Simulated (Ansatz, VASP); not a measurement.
**One calculation of PbS (Galena), two programs**

```
Pb S
1.0
     0.00000    3.00395    3.00395
     3.00395    0.00000    3.00395
     3.00395    3.00395    0.00000
Pb S
1 1
Direct
  0.00000 0.00000 0.00000
  0.50000 0.50000 0.50000
```

Alike in both runs: functional PBE; k mesh 6 × 6 × 6; no spin polarisation.

Ansatz relaxed the structure, and its values are those at the end. VASP's run is a single point on that final structure, the one shown.

```csv
,VASP,Ansatz
version,VASP 6.6.1,Ansatz 0.2.0
potentials or method,"VASP PAW PBE potentials, release 64 (Pb_d, S)","plane waves, PAW"
plane-wave cutoff (eV),520,420
occupations,"gaussian, width 0.01 eV",fixed
valence electrons in the cell,20,20
```

|  | VASP | Ansatz | Ansatz less VASP |
| --- | --- | --- | --- |
| pressure (GPa) | -0.1 | 0.0 | +0.07 |
